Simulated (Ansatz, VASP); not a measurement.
**Rh in VASP and in Ansatz**

```
Rh
1.0
    -0.09385    1.82692    1.87704
     1.82692   -0.09385    1.87704
     1.73307    1.73307    0.00000
Rh
1
Direct
  0.00000 0.00000 0.00000
```

Change from the starting cell: engineering shear strain xy -0.1000, equal normal strain along x and y -0.0267.

Alike in both runs: task single point; functional LDA; k mesh 20 × 20 × 20; occupations gaussian, width 0.15 eV; no spin polarisation.

|  | VASP | Ansatz |
| --- | --- | --- |
| version | VASP 6.6.1 | Ansatz 0.2.0 |
| potentials or method | VASP PAW LDA potentials, release 64 (Rh_pv) | scalar-relativistic, plane waves, PAW |
| plane-wave cutoff (eV) | 520 | 420 |
| valence electrons in the cell | 15 | 17 |

```csv
,VASP,Ansatz,Ansatz less VASP
gap on the k mesh at the Fermi level (eV),none,none,-
pressure (GPa),26.1,25.2,-0.91
largest component of the traceless stress (GPa),30.64,30.48,-0.161
```

A gap of «none» marks a metal or a gap that the smearing closes. The two sets of potentials don't hold the same shells in valence. Ansatz warned: «pseudo_functional_mismatch».

Caveats: so large a pressure means that the cell lies far from this level's equilibrium, or that cutoff or potentials fall short (VASP).
